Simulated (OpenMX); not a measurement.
SiO2 under changes of volume

One of the cells (17.411 Å³/atom); the others are scaled copies at fixed shape and fractional positions:

```
Si O
1.0
    -4.47204    4.47204    2.61177
     4.47204   -4.47204    2.61177
     4.47204    4.47204   -2.61177
Si O
4 8
Direct
  0.82311 0.82311 0.64622
  0.17689 0.82311 0.00000
  0.82311 0.17689 0.00000
  0.17689 0.17689 0.35378
  0.00000 0.79145 0.79145
  0.20855 0.00000 0.20855
  0.79145 0.00000 0.79145
  0.00000 0.20855 0.20855
  0.00000 0.00000 0.50000
  0.50000 0.00000 0.00000
  0.00000 0.50000 0.00000
  0.50000 0.50000 0.50000
```

The cell comes from a database or a generator and needn't be the stable form of this composition.

- Program: OpenMX 3.8.5
- Functional: PBE
- Potentials or basis: OpenMX 2013 PBE set, Si7.0-s2p1d1, O6.0-s2p2, fixed grid of 54 × 54 × 75 points
- k mesh: 7 × 7 × 7
- Occupations: fermi-dirac, width 0.05 eV
- Spin: no spin polarisation

```csv
volume (Å³/atom),energy over the lowest point (meV/atom),gap on the mesh (eV),largest force (eV/Å)
16.366,?,?,?
16.715,69.57,6.57,0.421
17.063,41.48,6.45,0.327
17.411,21.16,6.32,0.309
17.759,7.90,6.16,0.292
18.108,1.04,5.98,0.274
18.456,0.00,5.79,0.256
```

Task: What does the run at 16.366 Å³/atom give?

Result: Energy over the lowest point 106.22 meV/atom; gap on the mesh 6.67 eV; largest force 0.574 eV/Å.

Worked out: A Birch-Murnaghan fit of order 3 (a polynomial in V^(-2/3)) to the other rows has its minimum at 18.35 Å³/atom with B0 = V·E''(V) = 132 GPa and B' = 4.1 at fixed shape and positions, which overstates the stiffness. It gives 106.38 meV/atom at 16.366 Å³/atom, against the run's 106.22. A parabola through the other rows of the gap, of slope -3.79 eV per unit of ln V (its deformation potential) there, extrapolates to 6.66 eV, against the run's 6.67.

Energies are extrapolated to zero smearing.

Caveats: an odd mesh through Γ misses points on the zone boundary, where band edges often lie; the basis of atomic orbitals isn't converged, which shifts pressures, moduli and gaps.
